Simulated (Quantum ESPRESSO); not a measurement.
**PbS (Galena): zone-centre phonons under several settings**

```
CELL_PARAMETERS angstrom
0.00000 2.96575 2.96575
2.96575 0.00000 2.96575
2.96575 2.96575 0.00000
ATOMIC_POSITIONS crystal
Pb 0.00000 0.00000 0.00000
S 0.50000 0.50000 0.50000
```

All runs used Quantum ESPRESSO 7.5; k mesh 8 × 8 × 8, shifted; relaxed cell; no spin polarisation; cutoff 762 eV; occupations smeared at first, fixed for the response.

```csv
level,potentials,volume (Å³/atom),lowest optical mode without the field (cm⁻¹)
PBE+D3(BJ),PseudoDojo 0.4.1 SR PBE standard,26.13,79
PBEsol,PseudoDojo 0.4.1 SR PBEsol standard,?,?
```

Q: What stands in the row left open?

A: Volume 25.73 Å³/atom; lowest optical mode without the field 77 cm⁻¹.

